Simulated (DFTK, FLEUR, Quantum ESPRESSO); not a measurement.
NaF: programs and potentials compared

```
Na F
1.0
     0.00000    2.32000    2.32000
     2.32000    0.00000    2.32000
     2.32000    2.32000    0.00000
Na F
1 1
Direct
  0.00000 0.00000 0.00000
  0.50000 0.50000 0.50000
```

Alike in all runs: task band structure; functional PBE; k mesh 10 × 10 × 10; occupations fermi-dirac, width 0.05 eV; no spin polarisation; no spin-orbit coupling. Pressure is positive in compression and, in plane waves, holds the error of the finite cutoff. Gaps are the smaller of the mesh's and the band path's.

| program and potentials | plane-wave cutoff (eV) | notes | band gap (eV) | pressure (GPa) |
| --- | --- | --- | --- | --- |
| FLEUR, all-electron, FLAPW | - | - | 6.29 | - |
| Quantum ESPRESSO, PseudoDojo 0.4.1 SR PBE standard | 1197 | - | 6.32 | 1.88 |
| DFTK, in-house norm-conserving set (PBE, scalar relativistic) | 1333 | - | 6.28 | 1.92 |

The band gap spans 6.28 (DFTK, in-house norm-conserving set (PBE, scalar relativistic)) to 6.32 eV (Quantum ESPRESSO, PseudoDojo 0.4.1 SR PBE standard), with all-electron results at 6.29. The pressure spans 1.88 (Quantum ESPRESSO, PseudoDojo 0.4.1 SR PBE standard) to 1.92 GPa (DFTK, in-house norm-conserving set (PBE, scalar relativistic)).

The functional is the same throughout but for its coding, so the spread measures potentials, basis and numerics; runs on potential files found faulty are left out.
